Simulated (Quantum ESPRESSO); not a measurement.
BeTe in Quantum ESPRESSO: the effect of functional

Crystal: BeTe.

```xyz
2
Lattice="0.0000 2.7700 2.7700 2.7700 0.0000 2.7700 2.7700 2.7700 0.0000" Properties=species:S:1:pos:R:3 pbc="T T T"
Te    4.1550    4.1550    4.1550
Be    0.0000    0.0000    0.0000
```

Alike in all runs:

- Program: Quantum ESPRESSO 7.5
- Task: band structure
- Potentials or basis: SG15 PBE 1.2
- Cutoff: 952 eV
- Density cutoff: 3810 eV
- k mesh: 6 × 6 × 6
- Occupations: fermi-dirac, width 0.05 eV
- Spin: no spin polarisation

| functional | gap on the mesh (eV) | pressure (GPa) |
| --- | --- | --- |
| r2SCAN | ? | ? |
| SCAN | 2.31 | 1.7 |
| TPSS | 1.99 | 5.0 |

What does the run with functional r2SCAN give?

gap on the mesh 2.37 eV; pressure 3.4 GPa.

Caveats: the potentials were made for another functional, which shifts forces and pressure; spin-orbit coupling is left out, which moves the levels of the heavy elements.

Runs at the PBE level aren't shown here.
